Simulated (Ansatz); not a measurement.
# Eigenvalues along a path: HfO$_{2}$ (CdI2 type)

```
Hf O
1.0
     3.24955    0.00000    0.00000
    -1.62478    2.81419    0.00000
     0.00000    0.00000    5.25385
Hf O
1 2
Direct
  0.00000 0.00000 0.00000
  0.33333 0.66667 0.18473
  0.66667 0.33333 0.81527
```

The cell comes from a relaxation on PAW files under the same functional, begun from a prototype that needn't be the stable phase.

Computed with Ansatz 0.2.0; functional PBE, scalar-relativistic. Settings: a Γ-centred 13×13×7 k mesh, Fermi–Dirac smearing of 0.08 eV, no spin polarisation. Methods: LAPW: all electrons, basis error target 1 meV/atom.

This run: volume at 0.94 of the series' base cell.

Spin–orbit coupling is left out, which matters for the heavy atoms.

Path points, in fractions of the reciprocal vectors: Γ (0.000, 0.000, 0.000), M (0.500, 0.000, 0.000), K (0.333, 0.333, 0.000), A (0.000, 0.000, 0.500), L (0.500, 0.000, 0.500), H (0.333, 0.333, 0.500). Levels in eV from the valence-band top; bands 16 to 34, counted from the lowest band of the run. The gap is 4.70 eV, the pressure 0.38 GPa.

```
# k(1/Å) point b16 b17 b18 b19 b20 b21 b22 b23 b24 b25 b26 b27 b28 b29 b30 b31 b32 b33 b34
0.000 Γ -17.14 -15.41 -10.04 -10.04 -10.04 -10.00 -10.00 -9.92 -9.87 -3.63 -3.63 -3.47 -0.32 -0.26 -0.26 5.08 5.08 5.14 7.64
0.279 - -16.91 -15.53 -10.04 -10.04 -10.03 -10.01 -10.01 -9.93 -9.89 -3.53 -3.44 -3.26 -0.91 -0.48 -0.19 5.03 5.43 5.67 7.65
0.558 - -16.42 -15.76 -10.03 -10.03 -10.02 -10.01 -10.01 -9.96 -9.93 -3.40 -3.00 -2.80 -1.83 -0.86 -0.06 4.91 6.18 6.18 7.99
0.837 - -16.35 -15.56 -10.04 -10.03 -10.01 -10.01 -9.98 -9.97 -9.94 -3.94 -2.66 -2.30 -1.56 -1.05 -0.32 4.79 6.03 6.82 8.80
1.116 M -16.44 -15.35 -10.05 -10.03 -10.02 -10.00 -9.97 -9.97 -9.92 -4.30 -2.57 -1.78 -1.42 -1.04 -0.59 4.70 5.88 7.07 9.75
1.277 - -16.38 -15.39 -10.04 -10.03 -10.02 -10.00 -9.97 -9.97 -9.92 -4.19 -2.65 -1.68 -1.47 -1.15 -0.58 4.78 5.88 6.95 9.78
1.439 - -16.23 -15.51 -10.04 -10.04 -10.02 -10.00 -9.98 -9.97 -9.93 -3.88 -2.77 -1.85 -1.48 -1.22 -0.59 4.88 5.94 6.69 9.83
1.600 - -16.02 -15.68 -10.04 -10.04 -10.02 -10.00 -9.97 -9.97 -9.95 -3.42 -2.85 -2.41 -1.30 -1.20 -0.62 4.85 6.11 6.46 9.78
1.761 K -15.84 -15.84 -10.04 -10.03 -10.03 -10.00 -9.97 -9.96 -9.96 -3.00 -2.87 -2.87 -1.20 -1.20 -0.66 4.80 6.29 6.29 9.83
2.083 - -16.02 -15.77 -10.04 -10.03 -10.02 -10.00 -9.99 -9.96 -9.95 -3.40 -2.85 -2.46 -1.41 -1.37 -0.37 5.08 5.94 6.53 9.27
2.405 - -16.20 -15.88 -10.03 -10.03 -10.01 -10.01 -10.00 -9.96 -9.94 -3.10 -3.05 -2.84 -1.71 -1.27 -0.02 5.47 5.49 6.54 8.28
2.728 - -16.84 -15.57 -10.04 -10.03 -10.03 -10.01 -10.01 -9.94 -9.90 -3.48 -3.39 -3.20 -1.03 -0.63 -0.12 5.15 5.32 5.86 7.68
3.050 Γ -17.14 -15.41 -10.04 -10.04 -10.04 -10.00 -10.00 -9.92 -9.87 -3.63 -3.63 -3.47 -0.32 -0.26 -0.26 5.08 5.08 5.14 7.64
3.199 - -17.14 -15.41 -10.04 -10.04 -10.04 -10.00 -10.00 -9.92 -9.87 -3.63 -3.63 -3.42 -0.41 -0.26 -0.26 5.08 5.08 5.25 7.66
3.349 - -17.13 -15.43 -10.04 -10.04 -10.04 -10.00 -10.00 -9.92 -9.87 -3.63 -3.63 -3.29 -0.63 -0.27 -0.27 5.07 5.07 5.51 7.73
3.498 - -17.12 -15.44 -10.04 -10.04 -10.04 -10.00 -10.00 -9.92 -9.87 -3.62 -3.62 -3.15 -0.85 -0.28 -0.28 5.06 5.06 5.80 7.85
3.648 A -17.11 -15.44 -10.04 -10.04 -10.04 -10.00 -10.00 -9.92 -9.88 -3.62 -3.62 -3.08 -0.95 -0.28 -0.28 5.06 5.06 5.93 7.95
3.927 - -16.88 -15.57 -10.04 -10.04 -10.03 -10.01 -10.01 -9.93 -9.89 -3.58 -3.43 -2.94 -0.90 -0.61 -0.49 5.04 5.41 6.19 7.75
4.206 - -16.40 -15.78 -10.03 -10.03 -10.02 -10.01 -10.01 -9.96 -9.93 -3.51 -3.01 -2.82 -1.49 -0.87 -0.22 4.96 6.17 6.37 7.67
4.485 - -16.36 -15.55 -10.04 -10.03 -10.01 -10.01 -9.98 -9.97 -9.94 -4.03 -2.68 -2.46 -1.25 -1.02 -0.24 4.89 6.19 6.82 8.42
4.764 L -16.45 -15.34 -10.04 -10.03 -10.02 -10.00 -9.97 -9.97 -9.92 -4.37 -2.61 -1.95 -1.30 -1.00 -0.32 4.84 6.07 7.06 9.52
4.925 - -16.39 -15.38 -10.04 -10.03 -10.02 -10.00 -9.97 -9.97 -9.92 -4.25 -2.68 -1.83 -1.41 -1.08 -0.35 4.94 6.06 6.96 9.59
5.086 - -16.23 -15.51 -10.04 -10.04 -10.02 -10.00 -9.98 -9.97 -9.93 -3.93 -2.81 -1.83 -1.57 -1.11 -0.45 5.12 6.06 6.76 9.76
5.248 - -16.03 -15.67 -10.04 -10.04 -10.02 -10.00 -9.97 -9.97 -9.95 -3.45 -2.90 -2.40 -1.29 -1.10 -0.62 5.19 6.18 6.55 9.95
5.409 H -15.84 -15.84 -10.04 -10.03 -10.03 -10.00 -9.97 -9.96 -9.96 -2.95 -2.95 -2.92 -1.10 -1.10 -0.78 5.18 6.37 6.37 10.03
5.731 - -16.03 -15.76 -10.04 -10.03 -10.02 -10.00 -9.99 -9.96 -9.95 -3.43 -3.00 -2.41 -1.46 -1.16 -0.33 5.37 5.93 6.64 9.15
6.053 - -16.18 -15.91 -10.03 -10.03 -10.01 -10.01 -10.00 -9.96 -9.94 -3.28 -3.10 -2.77 -1.36 -1.30 -0.10 5.43 5.68 6.61 7.88
6.375 - -16.81 -15.61 -10.04 -10.03 -10.03 -10.01 -10.01 -9.94 -9.90 -3.56 -3.38 -2.91 -0.93 -0.77 -0.43 5.12 5.42 6.27 7.72
6.698 A -17.11 -15.44 -10.04 -10.04 -10.04 -10.00 -10.00 -9.92 -9.88 -3.62 -3.62 -3.08 -0.95 -0.28 -0.28 5.06 5.06 5.93 7.95
```
